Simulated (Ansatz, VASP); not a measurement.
MgI2: VASP beside Ansatz

The input INCAR:

```
SYSTEM = MgI2
PREC = Accurate
ENCUT = 520
EDIFF = 1E-7
ISMEAR = 0
SIGMA = 0.01
LREAL = .FALSE.
LASPH = .TRUE.
NELM = 100
ALGO = Normal
ISIF = 2
LWAVE = .FALSE.
LCHARG = .TRUE.
GGA = PE
LELF = .TRUE.
LVHAR = .TRUE.
NBANDS = 15
```

File KPOINTS:

```
regular mesh
0
G
  4 4 4
  0 0 0
```

Contents of POSCAR:

```
MgI2
1.0
    0.0000000000      3.7557205847      3.7557205847
    3.7557205847      0.0000000000      3.7557205847
    3.7557205847      3.7557205847      0.0000000000
Mg I
1 2
Direct
    0.0000000000      0.0000000000      0.0000000000
    0.2500000000      0.2500000000      0.2500000000
    0.7500000000      0.7500000000      0.7500000000
```

Input for Ansatz:

```yaml
crystal:
  lattice:
    - [0.0, 3.7557205847, 3.7557205847]
    - [3.7557205847, 0.0, 3.7557205847]
    - [3.7557205847, 3.7557205847, 0.0]
  atoms:
    - { symbol: Mg, position: [0.0, 0.0, 0.0] }
    - { symbol: I, position: [0.25, 0.25, 0.25] }
    - { symbol: I, position: [0.75, 0.75, 0.75] }
kpoints:
  mp_grid: { grid: [4, 4, 4] }
hamiltonian:
  xc: pbe
scf:
  occupations: { method: fixed }
  n_extra_bands: 4
output:
  forces: true
  stress: true
  eigenvalues: true
  write_density: true
  write_potential: true
  elf: true
  volumetric_format: npy
```

The cell was built by a generator and needn't be a form met in nature.

Alike in both runs: task single point; functional PBE; k mesh 4 × 4 × 4; no spin polarisation.

|  | VASP | Ansatz |
| --- | --- | --- |
| version | VASP 6.6.1 | Ansatz 0.2.0 |
| potentials or method | VASP PAW PBE potentials, release 64 (Mg, I) | plane waves, PAW |
| plane-wave cutoff (eV) | 520 | 420 |
| occupations | gaussian, width 0.01 eV | fixed |
| valence electrons in the cell | 16 | 44 |

```tsv
	VASP	Ansatz	Ansatz less VASP
gap on the k mesh at the Fermi level (eV)	0.58	0.61	+0.027
pressure (GPa)	0.2	0.2	+0.04
```

The two sets of potentials don't hold the same shells in valence.

Caveats: spin-orbit coupling is left out, which moves the levels of the heavy elements. PBE gaps usually lie below the measured ones, often by a third to a half. A k mesh can miss the band edges.
